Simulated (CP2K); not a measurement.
SnTe in CP2K: the effect of functional

The system is SnTe.

```
Te Sn
1.0
     4.45597    0.00000    0.00000
     2.22799    3.85899    0.00000
     2.22799    1.28633    3.63829
Te Sn
1 1
Direct
  0.50000 0.50000 0.50000
  0.00000 0.00000 0.00000
```

Alike in all runs:

* Program: CP2K 2026.2
* Task: band structure
* Potentials or basis: POTENTIAL_UZH Te GTH-PBE-q6, Sn GTH-PBE-q4; TZVP-MOLOPT-PBE-GTH basis
* Density cutoff: 9184 eV
* k mesh: 7 × 7 × 7
* Occupations: fermi-dirac, width 0.05 eV
* Spin: no spin polarisation

```csv
functional,pressure (GPa)
PBE,3.0
LDA,1.9
PBEsol,1.8
optB88-vdW,4.5
vdW-DF-cx,2.8
BEEF-vdW,?
HLE17,1.8
```

Task: What does the run with functional BEEF-vdW give?

Result: Pressure 3.9 GPa.

Caveats: the basis of atomic orbitals isn't converged, which shifts pressures, moduli and gaps; the potentials were made for another functional, which shifts forces and pressure (some runs); the potentials were made for a functional far from this one (some runs).
